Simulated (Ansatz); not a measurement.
Runs of Ansatz 0.2.0 on TiTe. The structure is cubic, space group Fm-3m (No. 225). Conventional cell: a = 6.100 Å, b = 6.100 Å, c = 6.100 Å, α = 90.00°, β = 90.00°, γ = 90.00°. Ti (site symmetry m-3m) has 6 Te at 3.05 Å as nearest neighbours. Around Te (site symmetry m-3m) lie 6 Ti at 3.05 Å. The cell comes from a database or a generator and needn't be the stable form of this composition.

```tsv
level	U	hubbard projectors	double counting	gap on the mesh (eV)	pressure (GPa)
r2SCAN	-	-	-	none	-11.4
r2SCAN+U	Ti d U = 1 eV	ortho-atomic (the default)	fll (the default)	none	-10.6
r2SCAN+U	Ti d U = 8 eV	ortho-atomic (the default)	fll (the default)	none	-4.6
r2SCAN+U	Ti d U = 3 eV	ortho-atomic (the default)	fll (the default)	none	-8.9
r2SCAN+U	Ti d U = 6 eV	ortho-atomic (the default)	fll (the default)	none	(a)
r2SCAN+U	Ti d U = 2 eV	ortho-atomic (the default)	fll (the default)	none	-9.7
r2SCAN+U	Ti d U = 4 eV	ortho-atomic (the default)	fll (the default)	none	(b)
r2SCAN+U	Ti d U = 5 eV	ortho-atomic (the default)	fll (the default)	none	-7.2
```

Alike in all rows: task band structure; potentials or basis Ansatz PAW; no spin polarisation; cell as given; k mesh 8 × 8 × 8; cutoff (eV) 500; smearing fermi-dirac 0.05 eV.

Fill in the values left out.

(a) -6.3; (b) -8.1.

Caveats: spin-orbit coupling is left out, which moves the levels of the heavy elements; the PAW data sets come from PBE, with cores solved anew for the run's functional, which leaves a small shift of forces and pressure; U without spin polarisation on a metal has little footing (some runs); the U is typed as a test and isn't derived for this compound (some runs).

A k mesh can miss the band edges, and the runs leave out spin-orbit coupling on Te.

A gap of «none» marks a metal or a gap under the smearing width.
